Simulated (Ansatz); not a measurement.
**In in Ansatz: the effect of functional**

The system is In.

```
CELL_PARAMETERS angstrom
-1.86989 1.86989 1.86989
1.86989 -1.86989 1.86989
1.86989 1.86989 -1.86989
ATOMIC_POSITIONS crystal
In 0.00000 0.00000 0.00000
```

This isn't the form of In at room conditions, which is tetragonal.

The cell isn't the ideal one: volume scaled by 0.98.

Alike in all runs:

* Program: Ansatz 0.2.0
* Task: single point
* Potentials or basis: Ansatz PAW
* k mesh: 10 × 10 × 10
* Occupations: fermi-dirac, width 0.05 eV
* Spin: no spin polarisation

Question: One run gave: pressure 0.6 GPa. Which functional did it use?
A. LDA
B. PBEsol
C. r2SCAN

Answer: C.

```csv
functional,cutoff,pressure (GPa)
LDA,420 eV (not typed: the program's choice for these potentials),-2.2
PBEsol,420 eV (not typed: the program's choice for these potentials),-0.6
r2SCAN,500 eV (not typed: the program's choice for these potentials),0.6
```

Caveats: the PAW data sets come from PBE, with cores solved anew for the run's functional, which leaves a small shift of forces and pressure.
